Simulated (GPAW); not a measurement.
# Calculated records

```xyz
2
Lattice="3.220 0.000 0.000 -1.610 2.789 0.000 0.000 0.000 12.200" Properties=species:S:1:pos:R:3 subject="P (buckled honeycomb monolayer): G0W0 with GPAW, start to end" method="DFT, LDA, plane waves, PAW (and 1 further level or step)" program="GPAW 26.7.0" settings_of_one_run="cutoff 550 eV, GPAW PAW setups 1.2.1 data release, 9×9×1 k-mesh" cost="5 runs, 3.7 min in all on 4 MPI ranks of Arm Neoverse V1, shared host (the runs of this entry)" notes="Values taken over the cell’s volume include its vacuum. The start is a generated structure, not a measured one. Bands and cutoff are finite, so the gap is not at the basis limit. The miss can reach some tenths of an eV and take either sign; the mesh is an error of its own." lda_gap="1.84 eV, indirect" g0w0_gap_on_the_mesh="2.97 eV" gw_settings="12×12×1 mesh, 115 bands, screening to 60 eV, full frequency, Hilbert transform" known_limits="not at the basis limit"
P     0.000    1.859    5.479
P     1.610    0.930    6.721
```

[Paths, hosts, dates, memory and timing lines, banners, echoed tables and standing remarks are left out of the program output.]

[Logs are printed without paths, hosts, clocks, repeated set-up lines and the standing remarks that a program may print on its own settings, such as how far it seeks lower states.]

[Runs of the session that timed out or met a known fault of the program may be left out.]

[Hosts, paths, dates, database ids (printed as entryN), source tags and the programs' standing remarks are cut or masked in the printed files.]
